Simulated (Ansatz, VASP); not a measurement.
# Re in VASP and in Ansatz

```xyz
1
Lattice="0.0000 1.9576 1.9576 1.9576 0.0000 1.9576 1.9576 1.9576 0.0000" Properties=species:S:1:pos:R:3 pbc="T T T"
Re    0.0000    0.0000    0.0000
```

Alike in both runs: functional PBE; k mesh 24 × 24 × 24; occupations gaussian, width 0.1 eV; no spin polarisation.

Ansatz relaxed the structure, and its values are those at the end. VASP's run is a single point on that final structure, the one shown.

|  | VASP | Ansatz |
| --- | --- | --- |
| version | VASP 6.6.1 | Ansatz 0.2.0 |
| potentials or method | VASP PAW PBE potentials, release 64 (Re) | scalar-relativistic, plane waves, PAW |
| plane-wave cutoff (eV) | 520 | 420 |
| valence electrons in the cell | 7 | 15 |

```csv
,VASP,Ansatz,Ansatz less VASP
gap on the k mesh at the Fermi level (eV),none,none,-
pressure (GPa),-0.6,0.0,+0.58
```

A gap of «none» marks a metal or a gap that the smearing closes. With one functional, cell and mesh, what is left measures potentials, basis and numerics. The two sets of potentials don't hold the same shells in valence.

The runs have no spin-orbit coupling, so splittings on Re are missing.
